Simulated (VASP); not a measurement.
Output of a VASP run:

**OSZICAR**
```
...
DAV:  15     0.138866898837E+02   -0.52453E-04   -0.79391E-05   580   0.860E-02    0.107E-02
DAV:  16     0.138866783075E+02   -0.11576E-04   -0.22388E-05   516   0.408E-02    0.342E-03
DAV:  17     0.138866770227E+02   -0.12847E-05   -0.70045E-07   356   0.712E-03    0.355E-03
DAV:  18     0.138866768411E+02   -0.18158E-06   -0.12394E-06   300   0.719E-03
   1 F= 0.13886677E+02 E0= 0.13886677E+02  d E =0.138867E+02
       N       E                     dE             d eps       ncg     rms          rms(c)
DAV:   1     0.138743543674E+02   -0.12323E-01   -0.26190E-01   480   0.352E+00    0.605E-01
DAV:   2     0.138840492003E+02    0.96948E-02   -0.22221E-02   504   0.939E-01    0.202E-01
DAV:   3     0.138853756046E+02    0.13264E-02   -0.40198E-03   484   0.480E-01    0.120E-01
DAV:   4     0.138856873452E+02    0.31174E-03   -0.14169E-03   536   0.299E-01    0.642E-02
DAV:   5     0.138855060713E+02   -0.18127E-03   -0.12088E-03   492   0.246E-01    0.312E-02
DAV:   6     0.138853780140E+02   -0.12806E-03   -0.61487E-05   524   0.545E-02    0.193E-02
DAV:   7     0.138853186214E+02   -0.59393E-04   -0.11261E-04   560   0.710E-02    0.808E-03
DAV:   8     0.138853209430E+02    0.23217E-05   -0.62760E-06   516   0.201E-02    0.271E-03
DAV:   9     0.138853203039E+02   -0.63911E-06   -0.57872E-07   276   0.102E-02
   2 F= 0.13885320E+02 E0= 0.13885320E+02  d E =-.135654E-02
       N       E                     dE             d eps       ncg     rms          rms(c)
DAV:   1     0.138485135131E+02   -0.36807E-01   -0.87162E-01   480   0.640E+00    0.111E+00
DAV:   2     0.138811169564E+02    0.32603E-01   -0.74996E-02   496   0.172E+00    0.367E-01
DAV:   3     0.138855246894E+02    0.44077E-02   -0.13126E-02   488   0.866E-01    0.224E-01
DAV:   4     0.138865563705E+02    0.10317E-02   -0.49943E-03   528   0.552E-01    0.120E-01
DAV:   5     0.138858259379E+02   -0.73043E-03   -0.41857E-03   500   0.447E-01    0.574E-02
DAV:   6     0.138854327128E+02   -0.39323E-03   -0.20693E-04   508   0.986E-02    0.353E-02
DAV:   7     0.138852452504E+02   -0.18746E-03   -0.34501E-04   564   0.123E-01    0.143E-02
DAV:   8     0.138852484889E+02    0.32385E-05   -0.17113E-05   504   0.351E-02    0.512E-03
DAV:   9     0.138852470662E+02   -0.14226E-05   -0.17869E-06   340   0.186E-02    0.305E-03
DAV:  10     0.138852449811E+02   -0.20851E-05   -0.18478E-06   448   0.144E-02    0.878E-04
DAV:  11     0.138852440686E+02   -0.91245E-06   -0.61661E-07   252   0.971E-03
   3 F= 0.13885244E+02 E0= 0.13885244E+02  d E =-.143277E-02
       N       E                     dE             d eps       ncg     rms          rms(c)
DAV:   1     0.138771581665E+02   -0.80868E-02   -0.18316E-01   480   0.296E+00    0.505E-01
DAV:   2     0.138841158920E+02    0.69577E-02   -0.15750E-02   496   0.784E-01    0.169E-01
DAV:   3     0.138850135026E+02    0.89761E-03   -0.27701E-03   480   0.398E-01    0.960E-02
DAV:   4     0.138851988256E+02    0.18532E-03   -0.10137E-03   528   0.250E-01    0.526E-02
DAV:   5     0.138850552021E+02   -0.14362E-03   -0.87460E-04   492   0.207E-01    0.262E-02
DAV:   6     0.138849573894E+02   -0.97813E-04   -0.45675E-05   520   0.466E-02    0.161E-02
DAV:   7     0.138849058354E+02   -0.51554E-04   -0.88602E-05   560   0.627E-02    0.668E-03
DAV:   8     0.138849045750E+02   -0.12605E-05   -0.45909E-06   500   0.168E-02    0.221E-03
DAV:   9     0.138849049817E+02    0.40669E-06   -0.43232E-07   252   0.857E-03
   4 F= 0.13884905E+02 E0= 0.13884905E+02  d E =-.177186E-02
```

**OUTCAR**
```
------------------------ aborting loop because EDIFF is reached ----------------------------------------
  FORCE on cell =-STRESS in cart. coord.  units (eV):
  Direction    XX          YY          ZZ          XY          YZ          ZX
  --------------------------------------------------------------------------------------
  Total       -0.0041218     -0.0041218     -0.0041218      0.0000000      0.0000000     -0.0000000
  in kB       -0.0922842     -0.0922842     -0.0922842      0.0000000      0.0000000     -0.0000000
  external PRESSURE =      -0.0922842 kB  Pullay stress =       0.0000000 kB
  volume of cell :       71.56
      direct lattice vectors                 reciprocal lattice vectors
     4.151682369 -0.000000000 -0.000000000     0.240866211  0.000000000  0.000000000
     0.000000000  4.151682369 -0.000000000     0.000000000  0.240866211  0.000000000
    -0.000000000  0.000000000  4.151682369     0.000000000  0.000000000  0.240866211
 POSITION                                       TOTAL-FORCE (eV/Angst)
 -----------------------------------------------------------------------------------
      0.00000      0.00000      0.00000         0.000000      0.000000      0.000000
      2.07584      2.07584      2.07584        -0.000000      0.000000      0.000000
 -----------------------------------------------------------------------------------
    total drift:                                0.000000      0.000000     -0.000000
  FREE ENERGIE OF THE ION-ELECTRON SYSTEM (eV)
  ---------------------------------------------------
  free  energy   TOTEN  =        13.8849049817 eV

  energy  without entropy=       13.8849049817  energy(sigma->0) =       13.88490498

 reached required accuracy - stopping structural energy minimisation
```
(Selected blocks of OUTCAR.)

### POSCAR
```
CsCl
1
    4.1200000000     0.0000000000     0.0000000000
    0.0000000000     4.1200000000     0.0000000000
    0.0000000000     0.0000000000     4.1200000000
Cs Cl
1 1
Direct
  0.0000000000   0.0000000000   0.0000000000
  0.5000000000   0.5000000000   0.5000000000
```

**Question.** Write an INCAR and KPOINTS that could have produced this output.

**Answer.** Several could match; the one computed here: the input of the run itself, revTPSS meta-GGA, plane waves, VASP's PBE PAW potentials (set 64).

**INCAR**
```
SYSTEM = CsCl
PREC = Accurate
ENCUT = 520
EDIFF = 1E-6
NELM = 100
ALGO = Normal
LREAL = .FALSE.
LASPH = .TRUE.
ISMEAR = 0
SIGMA = 0.05
METAGGA = RTPSS
LMIXTAU = .TRUE.
LMAXMIX = 4
LWAVE = .FALSE.
LCHARG = .FALSE.
IBRION = 2
ISIF = 3
NSW = 60
EDIFFG = -0.01
```

**KPOINTS**
```
K-points
0
G
  6 6 6
```

POTCAR, in this order: Cs_sv Cl (PBE.64 set). Program: vasp_std.

Energy and stress use the plane-wave basis of the starting cell.

The compound is CsCl in the CsCl type structure. This run relaxes it. Symmetry was kept, so distortions that lower it aren't found.
